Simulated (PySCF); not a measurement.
Atom-mapped SMILES (the numbers label the heavy atoms): `[CH3:1][CH2:2][CH2:3][CH2:4][OH:5]`. Each H is labelled by its parent atom.

GIAO shifts from PySCF 2.14 on PBE0-D3(BJ)/def2-TZVP geometries (one conformer, non-relativistic, equivalent nuclei averaged), against TMS at the same level and in the same medium; PCM means IEF-PCM chloroform.

Measured (solution, not stated per compound (mostly CDCl3 or CCl4); Pretsch, Buehlmann, Badertscher, Structure Determination of Organic Compounds, 4th ed. (2009)): H(C4) 3.64, H(C3) 1.56, H(C2) 1.39, H(C1) 0.94 ppm.

**Question.** Which unscaled values do B97-2/pcSseg-2, gas; WP04/pcSseg-2, PCM; wB97X-D/pcSseg-2, PCM give, and how close are they?

**Answer.** 
```tsv
atoms	measured	B97-2/pcSseg-2, gas	WP04/pcSseg-2, PCM	wB97X-D/pcSseg-2, PCM
H(C4)	3.64	3.67	3.57	3.67
H(C3)	1.56	1.43	1.42	1.43
H(C2)	1.39	1.29	1.33	1.33
H(C1)	0.94	1.03	0.99	1.01
```

Mean absolute error for ¹H: B97-2/pcSseg-2, gas 0.09, WP04/pcSseg-2, PCM 0.08, wB97X-D/pcSseg-2, PCM 0.07 ppm.
